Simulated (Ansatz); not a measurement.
## How many bands does the GW gap of MoTe2/MoTe2/MoTe2 (multilayer of trigonal-prismatic sheets) need?

Wanted: a G0W0 gap for MoTe2/MoTe2/MoTe2 (multilayer of trigonal-prismatic sheets) that is converged in bands and cutoff, or an estimate of the limit.

Main program and level: Ansatz 0.2.0; G0W0 on PBEsol, plane waves, PAW.

## 1. The starting structure

The cell holds 9 atoms: 3 Mo and 6 Te. Cell: a = 3.437 Å, b = 3.437 Å, c = 57.100 Å, α = 90.0°, β = 90.0°, γ = 120.0°. Regions: layer 1 (MoTe2), 3 atoms (1 Mo and 2 Te); layer 2 (MoTe2), 3 atoms (1 Mo and 2 Te); layer 3 (MoTe2), 3 atoms (1 Mo and 2 Te). Vacuum lies along c.

The structure was relaxed with PBEsol-D3(BJ). The runs that relaxed it are not among those shown. Spin-orbit coupling is left out unless a step names it. The default PAW set here is soft_2. Its files were made with PBE. The Coulomb interaction is cut off across the vacuum.

## 2. 310 empty bands, screening to 38 eV

Now the one-shot GW correction: screening in the RPA, then the self-energy of the levels asked for.

The input, input.yaml:

```yaml
crystal:
  lattice:
    - [3.4374752561, 0.0, 0.0]
    - [-1.7187376281, 2.9769408967, 0.0]
    - [0.0, 0.0, 57.1]
  atoms:
    - { symbol: Mo, position: [0.3333333333, 0.6666666667, 0.3832689215] }
    - { symbol: Te, position: [0.6666666667, 0.3333333333, 0.4151172609] }
    - { symbol: Te, position: [0.6666666667, 0.3333333333, 0.3514869181] }
    - { symbol: Mo, position: [0.6666666667, 0.3333333333, 0.5] }
    - { symbol: Te, position: [0.3333333333, 0.6666666667, 0.5317733712] }
    - { symbol: Te, position: [0.3333333333, 0.6666666667, 0.4682266288] }
    - { symbol: Mo, position: [0.3333333333, 0.6666666667, 0.6167310785] }
    - { symbol: Te, position: [0.6666666667, 0.3333333333, 0.6485130819] }
    - { symbol: Te, position: [0.6666666667, 0.3333333333, 0.5848827391] }
  periodic: [true, true, false]
kpoints:
  mp_grid: { grid: [9, 9, 1] }
hamiltonian:
  xc: pbesol
scf:
  occupations: { method: fixed }
gw:
  n_empty_bands: 310
  ecut_chi: 38
  qp_bands: [v3, c3]
  qp_kpoints: band_edges
  screening: { model: contour_deformation }
```

Run with:

```console
> ansatz run input.yaml --threads 3 --pin off --max-ram 92160MiB --backend cuda --events-out ev --progress --plain --runs-dir out --devices 1 --max-vram 13GiB
```

Numbers of over 12 decimals in the logs are rounded to 6 here.

Output:

```text
GPUs: using 1 of 1 available (devices: 1).
Engine: ansatz 0.2.0, x86_64-unknown-linux-gnu
Pseudopotentials: kind: paw
Pseudopotential: Mo, paw, valence charge 14, recommended cutoff 420 eV (normal), Mo.paw.azcp
Pseudopotential: Te, paw, valence charge 16, recommended cutoff 420 eV (normal), Te.paw.azcp
Functional definition: PBEsol
  exchange = pbesol_x
  correlation = pbesol_c
device memory: the entry about to start is reckoned to put 5.5 GiB on a device that reports 32.5 GiB free (of which the cap on the GPU budget leaves the run 13.0 GiB)
GPU FFT provider: cuFFT
GPU libraries: cuBLAS 13.8.2, cuFFT 12.4.0, cuSOLVER 12.3.4
Crystal: 9 atoms, lattice volume = 584.313 Å³
Basis set: ecut = 420 eV, 11351 PW (Γ)
Bands: 83, of which v1, the nominal top of the filled ones, is band 69 counted from 1 (68 counted from 0)
Symmetry: 12 space group operations
Space group: P-6m2 (ITA 187), of the structure as read, at distance tolerance 8.4e-5 Å
k-points: 12 of 81 (time reversal used)
Non-local potential: Mo, projectors of the file, l = 0: 3, l = 1: 2, l = 2: 2, l = 3: 1
Non-local potential: Te, projectors of the file, l = 0: 2, l = 1: 2, l = 2: 2, l = 3: 2
PAW form: soft (Blöchl's): semilocal exchange-correlation on the pseudo side does not see the compensation charge
PAW frozen core: Mo, regenerated for the run's functional, and the local potential with it (the file was generated under x = pbe(κ = 0.804, μ = 0.219515), c = pbe(β = 0.066725))
PAW frozen core: Te, regenerated for the run's functional, and the local potential with it (the file was generated under x = pbe(κ = 0.804, μ = 0.219515), c = pbe(β = 0.066725))
PAW one-centre angular grid: Mo, 590 points (default); XC on 64 Gauss nodes
PAW one-centre angular grid: Te, 590 points (default); XC on 64 Gauss nodes
Initial density: superposition of atomic densities (neutral atoms: chi_scale 0, normalization atom), corrected by the library's trained network
Initial wavefunctions: pseudopotential atomic-orbital guess
GPU buffer pool allocated for 221184 grid points (all kernels)
GPU transforms: local potential and band sums: pruned to the plane-wave sphere, on 24×24×384
Functional: x = pbesol(κ = 0.804, μ = 0.123457), c = pbesol(β = 0.046)
SCF iter   1: F=—  HF=-56103.864624 eV  |F-HF|=—  |Δ(HF+E_count)|=         —  Δρ=3.74e-3  dr2=1.72e-1  ethr=1.77e-3  ⟨swp⟩=7.6  Hψ=4573  notcnv=0  defer=136
preconditioner: auto → Resta (q_TF=auto, 2.145 Å⁻¹)  ε∞=3.3  [insulator: Δε(μ)=0.606 eV  Ē_g=7.485 eV  n_scr=80 (ndim 8)  ℏωp=11.3 eV  f_vac=0.636  ε∞_Penn≈3.3  vacuum switching on, ρ_ref=4.1e-3 e/Å³]
SCF iter   2: F=—  HF=-56103.875151 eV  |F-HF|=—  |Δ(HF+E_count)|=   1.05e-2  Δρ=2.72e-3  dr2=3.57e-1  ethr=1.25e-4  ⟨swp⟩=4.3  Hψ=1863  notcnv=0  defer=144
SCF iter   3: F=—  HF=-56103.853293 eV  |F-HF|=—  |Δ(HF+E_count)|=   2.19e-2  Δρ=1.39e-3  dr2=2.15e-2  ethr=1.25e-4  ⟨swp⟩=3.8  Hψ=1405  notcnv=0  defer=144
SCF iter   4: F=—  HF=-56103.855892 eV  |F-HF|=—  |Δ(HF+E_count)|=   2.60e-3  Δρ=1.06e-3  dr2=2.19e-2  ethr=1.56e-5  ⟨swp⟩=3.9  Hψ=1674  notcnv=0  defer=144
SCF iter   5: F=—  HF=-56103.854202 eV  |F-HF|=—  |Δ(HF+E_count)|=   1.69e-3  Δρ=2.13e-4  dr2=1.90e-4  ethr=1.56e-5  ⟨swp⟩=3.0  Hψ=1279  notcnv=0  defer=144
SCF iter   6: F=—  HF=-56103.854222 eV  |F-HF|=—  |Δ(HF+E_count)|=   1.98e-5  Δρ=1.11e-4  dr2=2.40e-4  ethr=1.37e-7  ⟨swp⟩=4.0  Hψ=2340  notcnv=0  defer=142
SCF iter   7: F=—  HF=-56103.854206 eV  |F-HF|=—  |Δ(HF+E_count)|=   1.65e-5  Δρ=5.94e-5  dr2=5.56e-5  ethr=1.37e-7  ⟨swp⟩=2.8  Hψ=1287  notcnv=0  defer=142
SCF iter   8: F=—  HF=-56103.854199 eV  |F-HF|=—  |Δ(HF+E_count)|=   6.37e-6  Δρ=2.34e-5  dr2=3.79e-6  ethr=4.03e-8  ⟨swp⟩=2.8  Hψ=1400  notcnv=0  defer=134
SCF iter   9: F=—  HF=-56103.854202 eV  |F-HF|=—  |Δ(HF+E_count)|=   2.83e-6  Δρ=6.05e-6  dr2=3.51e-7  ethr=2.75e-9  ⟨swp⟩=3.2  Hψ=2002  notcnv=0  defer=133
SCF iter  10: F=-56103.854202 eV  HF=-56103.854202 eV  |F-HF|=7.20e-9  |Δ(HF+E_count)|=   2.61e-7  Δρ=1.80e-6  dr2=5.27e-8  ethr=7.25e-11  ⟨swp⟩=24.3  Hψ=6360  notcnv=0
SCF 1 converged in 10 iterations: F = -56103.854202 eV  dr2 = 5.27e-8
  greatest PAW one-centre occupation: 0.999 electrons in one spin orbital (limit 2), on the Mo atom at site 3 (counted from 0), in its partial waves of l = 0
device memory: the entry about to start is reckoned to put 6.4 GiB (of the 6.6 GiB reckoned in all, the device holds 0.2 GiB already) on a device that reports 31.4 GiB free (of which the cap on the GPU budget leaves the run 12.8 GiB)
NSCF: frozen V_eff on 12 k-points
the band table was solved once the SCF had ended and its energy, with any forces and stress, was formed, with the checks that follow a solve (5573 applications of the Hamiltonian). They found nothing against the state; the energy, forces and stress were not computed again (output.eigenvalues in the input reference)
device memory: the entry about to start is reckoned to put 8.0 GiB on a device that reports 29.5 GiB free (of which the cap on the GPU budget leaves the run 13.0 GiB)
NSCF: frozen V_eff on 12 k-points
G₀W₀ screening: q 1/12
[... further progress lines ...]
device memory: the entry about to start is reckoned to put 1.5 GiB on a device that reports 40.2 GiB free (of which the cap on the GPU budget leaves the run 13.0 GiB)
NSCF: frozen V_eff on 1 k-points
SCF converged after 10 iterations
Free energy (F): -56103.854202 eV
Harris-Foulkes:  -56103.854202 eV  (|F-HF|=7.20e-9)
Internal energy: -56103.854202 eV  (E = F + TS)
E sigma→0 (E₀):  -56103.854202 eV
Fermi energy:    -4.579937 eV
--- Per-component energies (eV) ---
  E_band       = -4089.814937
  E_kinetic    = 2424.912052
  E_local      = -1312230.003016  (includes V_loc(G=0)·N_el)
  E_nonlocal   = -1408.320625
  E_hartree    = 655582.773613
  E_xc         = -1294.711355
  E_vxc        = -1320.125309  (∫ρ·V_xc dr)
  E_paw        = -36943.346770  (= ΣΔE_a)
  E_vpaw       = -2721.596128  (= ΣTr[D̂ρ^β])
  E_aug_tail   = -0.000976  (compensation charges beyond the density's cutoff)
  E_ewald      = 637761.966084
  E_core_change = 2.876789  (= ΣΔE_core)
  E_smearing   = -0.000000  (= −TS)
  E_closure    = 0.000000  (closes the sum)
  Σ components = -56103.854202   (vs F -56103.854202, Δ=0.00e0)
--- Band table (eV; the first three rows and the last of 12) ---
  k-point 0: bands = [... 65 lower, -5.6306, -5.6306, -4.5823, -4.5799, -1.6298 (-1.6298°), -1.6298 (-1.6298°), -1.5639 (-1.5639°), -1.5639 (-1.5639°), ... 10 higher]
  k-point 1: bands = [... 65 lower, -5.6041, -5.6019, -4.7783, -4.6225, -2.2123, -2.1976, -2.1213, -2.1190, ... 10 higher]
  k-point 2: bands = [... 65 lower, -5.8208, -5.7953, -5.5351, -5.4125, -3.2787, -3.1327, -2.9172, -2.6213, ... 10 higher]
  k-point 11: bands = [... 65 lower, -6.6096, -5.0980, -4.9504, -4.7832, -3.6888, -3.5556, -3.5530, -3.5405, ... 10 higher]
  ° read free of the cell's end (the report's vacuum.weakly_bound_levels)
--- G₀W₀: contour deformation, 7 samples at zero and on the imaginary axis and 2 off it, 81 q-points, 310 empty bands' worth ---
  eigenvalues of the whole cell's RPA ε∞ on this k-mesh (on a slab, of 1 + 4πα/V) = 1.3254, 8.0088, 8.0088; static W/v taken at q = 0 is 0.244990
  gw.qp_kpoints: band_edges: 11 of 12 stored k-points solved, in 1 pass; an edge of the gap read off the rows below is read off those points alone
    valence top: of the k-points left out ik 2 came nearest to being solved in a further pass, in band 69 (counted from 1, as in the quasiparticle table): it holds the edge there only if its correction is more favourable than any solved in that band by at least 0.815 eV; those differ by 0.245 eV
    conduction bottom: of the k-points left out ik 2 came nearest to being solved in a further pass, in band 70 (counted from 1, as in the quasiparticle table): it holds the edge there only if its correction is more favourable than any solved in that band by at least 0.617 eV; those differ by 0.241 eV
    ik  band        ε_KS         Σx   Σc(E_QP)       V_xc       Z   E_QP_lin       E_QP  E_QP is
     0    67     -5.6306   -19.9598     1.3749   -19.2585  0.7311    -4.9658    -4.9570  root
     0    68     -4.5823   -17.4112     1.0450   -16.8230  0.7559    -4.1287    -4.1255  root
     0    69     -4.5799   -18.4991     0.7744   -18.3335  0.7421    -3.9763    -3.9712  root
     0    70     -1.6298   -12.7180    -3.4727   -17.0530  0.7361    -0.7440    -0.7676  root
     0    71     -1.6298   -12.7180    -3.4727   -17.0530  0.7361    -0.7440    -0.7676  root
     0    72     -1.5639   -12.7126    -3.5182   -17.0827  0.7303    -0.6883    -0.7119  root
     1    67     -5.6019   -17.9692     1.4408   -16.9510  0.7338    -5.1833    -5.1794  root
     1    68     -4.7783   -18.2931     0.9342   -17.9243  0.7442    -4.2176    -4.2128  root
     1    69     -4.6225   -17.1605     1.1344   -16.4455  0.7614    -4.2058    -4.2031  root
     1    70     -2.2123   -12.9951    -3.5020   -17.3565  0.7326    -1.3286    -1.3529  root
     1    71     -2.1976   -13.0587    -3.4725   -17.4293  0.7416    -1.2710    -1.2995  root
     1    72     -2.1213   -12.6868    -3.5353   -17.0677  0.7233    -1.2484    -1.2757  root
     3    67     -5.4937   -17.8859     1.5246   -16.8010  0.7386    -5.0586    -5.0540  root
     3    68     -5.3686   -18.1292     1.4348   -17.1623  0.7349    -4.9053    -4.9006  root
     3    69     -5.2901   -18.3028     1.3523   -17.4584  0.7373    -4.7872    -4.7821  root
     3    70     -3.5205   -14.1387    -3.4435   -18.4880  0.7294    -2.5856    -2.6148  root
     3    71     -3.3250   -13.9385    -3.5510   -18.3903  0.7247    -2.3909    -2.4241  root
     3    72     -3.1267   -14.5491    -3.3355   -18.8046  0.7264    -2.1749    -2.2067  root
     4    67     -5.2526   -16.6661     1.4432   -15.5516  0.7556    -4.9261    -4.9238  root
     4    68     -5.0402   -16.9197     1.3455   -15.9392  0.7530    -4.6779    -4.6753  root
     4    69     -4.8785   -17.1603     1.2492   -16.3295  0.7567    -4.4630    -4.4600  root
     4    70     -3.2659   -16.0733    -3.6008   -20.7166  0.7130    -2.1779    -2.2234  root
     4    71     -3.2240   -14.5935    -3.8002   -19.3408  0.7174    -2.2390    -2.2769  root
     4    72     -3.2114   -15.9183    -3.6057   -20.5575  0.7103    -2.1297    -2.1778  root
[...]
10    71     -3.4361   -13.5417    -3.2840   -17.6845  0.7397    -2.5535    -2.5772  root
    10    72     -3.3012   -14.4791    -3.5165   -18.9271  0.7234    -2.3349    -2.3697  root
    11    67     -5.0980   -17.5778     0.7845   -17.3217  0.7257    -4.5745    -4.5696  root
    11    68     -4.9504   -17.8139     0.6824   -17.6873  0.7231    -4.3998    -4.3946  root
    11    69     -4.7832   -18.2280     0.5853   -18.2694  0.7255    -4.1620    -4.1565  root
    11    70     -3.6888   -12.8765    -3.1065   -16.7843  0.7494    -2.8705    -2.8875  root
    11    71     -3.5556   -15.4348    -3.4558   -19.8781  0.7238    -2.5336    -2.5681  root
    11    72     -3.5530   -15.3842    -3.4843   -19.8575  0.7172    -2.5265    -2.5640  root
```

The job ended after 1.7 min (1 × NVIDIA H100 80GB HBM3 (shared by 6 runs) with 3 threads of AMD EPYC 7R13 (Zen 3), shared host; peak memory 2.5 GiB; 2.8 min of CPU time).

The column dr2 measures how far the density is from self-consistency, as an energy; F and HF (Harris–Foulkes) agree once it is small.

Numbers from this step:

* bands summed: 379
* plane waves in the screening matrix: 315
* q-points in the mesh: 81
* G0W0 gap on the mesh: 0.8772 eV
* k of the valence top: 0, 0, 0
* k of the conduction bottom: 0.2222, 0.2222, 0
* starting gap on the mesh: 0.6415 eV
* Z at the valence top: 0.7421
* Z at the conduction bottom: 0.7394
* least direct G0W0 gap on the computed points: 1.269 eV

The gap on the mesh goes from 0.64 eV to 0.88 eV, a correction of +0.24 eV. Between the two edge states, bare exchange in place of the xc potential would open the gap by 3.98 eV, and correlation takes back 3.75 eV.

## 3. 777 empty bands, screening to 70 eV

Bands and screening cutoff are moved together, since each hides the error of the other.

Edit input.yaml of step 2 so:

```diff
@@ -22,5 +22,6 @@
   occupations: { method: fixed }
+  convergence: { dr2_threshold: 1.0e-10 }
 gw:
-  n_empty_bands: 310
-  ecut_chi: 38
+  n_empty_bands: 777
+  ecut_chi: 70.0
   qp_bands: [v3, c3]
```

Output:

```text
GPUs: using 1 of 1 available (devices: 1).
[...]
GPU FFT provider: cuFFT
GPU libraries: cuBLAS 13.8.2, cuFFT 12.4.0, cuSOLVER 12.3.4
Crystal: 9 atoms, lattice volume = 584.313 Å³
Basis set: ecut = 420 eV, 11351 PW (Γ)
Bands: 83, of which v1, the nominal top of the filled ones, is band 69 counted from 1 (68 counted from 0)
[... 1 set-up line as in the run before ...]
[...]
k-points: 12 of 81 (time reversal used)
[...]
GPU buffer pool allocated for 221184 grid points (all kernels)
[...]
SCF iter   1: F=—  HF=-56103.864624 eV  |F-HF|=—  |Δ(HF+E_count)|=         —  Δρ=3.74e-3  dr2=1.72e-1  ethr=1.77e-3  ⟨swp⟩=7.6  Hψ=4573  notcnv=0  defer=136
[...]
SCF iter  15: F=-56103.854202 eV  HF=-56103.854202 eV  |F-HF|=1.27e-9  |Δ(HF+E_count)|=  9.24e-10  Δρ=3.40e-8  dr2=2.80e-11  ethr=1.00e-12  ⟨swp⟩=23.0  Hψ=6661  notcnv=0
SCF 1 converged in 15 iterations: F = -56103.854202 eV  dr2 = 2.80e-11
[...]
NSCF: frozen V_eff on 12 k-points
[...]
WARN: eigensolver did not converge (k=9): 2 band(s) unlocked after 6 eigensolves, warm-restarted (20 sweeps on the last) at ethr=1.34e-11 eV (storage-precision floor; scheduled 1.00e-12 eV) (lowest unlocked band 849, counted from 0; max residual 1.23e-3 eV among the unlocked bands, 1.23e-3 eV over every band; other slots of this pass that fall short are told together in one closing line; warning suppressed until the next SCF loop or pass starts)
G₀W₀ screening: q 1/12
[... further progress lines ...]
[...]
SCF converged after 15 iterations
[...]
0    67     -5.6300   -19.9598     0.9990   -19.2585  0.7233    -5.3342    -5.3323  root
     0    68     -4.5816   -17.4112     0.6570   -16.8230  0.7490    -4.5129    -4.5128  root
     0    69     -4.5793   -18.4991     0.3908   -18.3335  0.7343    -4.3549    -4.3541  root
     0    70     -1.6292   -12.7180    -3.8662   -17.0530  0.7274    -1.1538    -1.1605  root
     0    71     -1.6292   -12.7180    -3.8662   -17.0530  0.7274    -1.1538    -1.1605  root
     0    72     -1.5632   -12.7126    -3.9115   -17.0827  0.7215    -1.0978    -1.1046  root
     1    67     -5.6013   -17.9693     1.1026   -16.9510  0.7268    -5.5171    -5.5169  root
     1    68     -4.7776   -18.2930     0.5544   -17.9243  0.7366    -4.5926    -4.5920  root
[...]
9    67     -5.3998   -18.2032     0.8620   -17.5474  0.7147    -5.1946    -5.1935  root *
     9    68     -5.2769   -18.3104     0.8191   -17.6899  0.7142    -5.0793    -5.0783  root *
     9    69     -5.1712   -18.3959     0.7717   -17.8324  0.7199    -4.9640    -4.9630  root *
     9    70     -3.9378   -13.9023    -3.2898   -17.7203  0.7321    -3.4032    -3.4097  root *
     9    71     -3.6248   -13.8090    -3.4423   -17.7945  0.7300    -3.0737    -3.0817  root *
     9    72     -3.1699   -13.6838    -3.7209   -17.9556  0.7227    -2.6083    -2.6191  root *
[...]
11    69     -4.7826   -18.2280     0.2430   -18.2694  0.7177    -4.4995    -4.4982  root
    11    70     -3.6881   -12.8764    -3.4007   -16.7842  0.7434    -3.1750    -3.1810  root
    11    71     -3.5549   -15.4348    -3.8059   -19.8781  0.7148    -2.9049    -2.9177  root
    11    72     -3.5523   -15.3841    -3.8284   -19.8574  0.7085    -2.8936    -2.9074  root
[key lines of the parts left out:]
Free energy (F): -56103.854202 eV
Fermi energy:    -4.579284 eV
```

The job ended after 4.6 min (1 × NVIDIA H100 80GB HBM3 (shared by 6 runs) with 3 threads; peak memory 4.9 GiB; 8.1 min of CPU time).

This step gave:

| Item | Value |
| --- | --- |
| bands summed | 846 |
| plane waves in the screening matrix | 803 |
| q-points in the mesh | 81 |
| G0W0 gap on the mesh | 0.9444 eV |
| k of the valence top | 0, 0, 0 |
| k of the conduction bottom | 0.2222, 0.2222, 0 |
| starting gap on the mesh | 0.6415 eV |
| Z at the valence top | 0.7343 |
| Z at the conduction bottom | 0.7321 |
| least direct G0W0 gap on the computed points | 1.317 eV |

Against the run with 9×9×1 mesh, 310 empty bands, screening to 38 eV, the gap moves by +0.07 eV.

## 4. Convergence and cost

Times are wall times on 1 × NVIDIA H100 80GB HBM3 (shared by 6 runs) with 3 threads of AMD EPYC 7R13 (Zen 3), shared host, good to a factor of about two.

```
 mesh        files            frequency  bands summed  cutoff (eV)  start (eV)  G0W0 (eV)     time  host memory (GiB)
9×9×1  default PAW  contour deformation           379           38       0.642      0.877  1.7 min                2.5
9×9×1  default PAW  contour deformation           846           70       0.641      0.944  4.6 min                4.9
```

The parts of the quasiparticle energy at the two band edges (eV; QP = start + Σx + Σc − Vxc):

```
      run               edge  start      Σx     Σc     Vxc     Z     QP
379 bands        valence top  -4.58  -18.50   0.77  -18.33  0.74  -3.97
379 bands  conduction bottom  -3.94  -13.90  -2.97  -17.72  0.74  -3.09
846 bands        valence top  -4.58  -18.50   0.39  -18.33  0.73  -4.35
846 bands  conduction bottom  -3.94  -13.90  -3.29  -17.72  0.73  -3.41
```

## 5. Summary of results

```
379 bands, 38 eV                    : 0.877 eV
846 bands, 70 eV                    : 0.944 eV
estimated limit in bands and cutoff : 1.00 eV
mesh and start                      : 9×9×1, PBEsol
```

What this shows: A line in one over the bands through the two rungs gives 1.00 eV, +0.05 eV from the top rung; with two points alone it is an unchecked estimate. The rungs stand 0.12 eV (379 bands) and 0.05 eV (846 bands) from it. From 379 to 846 bands the gap moves by +0.07 eV while the time grows 2.7-fold. Σc changes by −0.38 eV at the valence top and −0.32 eV at the conduction bottom, so the levels themselves move more than the gap between them. The 9×9×1 mesh misses a band edge: over a band path and its finer mesh (run apart) the PBEsol gap is 0.53 eV, so the G0W0 gap over the zone may lie about 0.11 eV below its value on the mesh. The mesh in the plane is coarse for a sheet; gap and any exciton binding can still move on denser ones. The many-body steps are scalar-relativistic: spin-orbit coupling is not in them.

[Paths, hosts, dates, memory and timing lines, banners, echoed tables and standing remarks are left out of the program output.]

[Logs are printed without paths, hosts, clocks, repeated set-up lines and the standing remarks that a program may print on its own settings, such as how far it seeks lower states.]

[Runs of the session that timed out or met a known fault of the program may be left out.]

[Cells called generated may have been cut or substituted from an entry of the Crystallography Open Database or the Materials Project.]

[Hosts, paths, dates, database ids (printed as entryN), source tags and the programs' standing remarks are cut or masked in the printed files.]
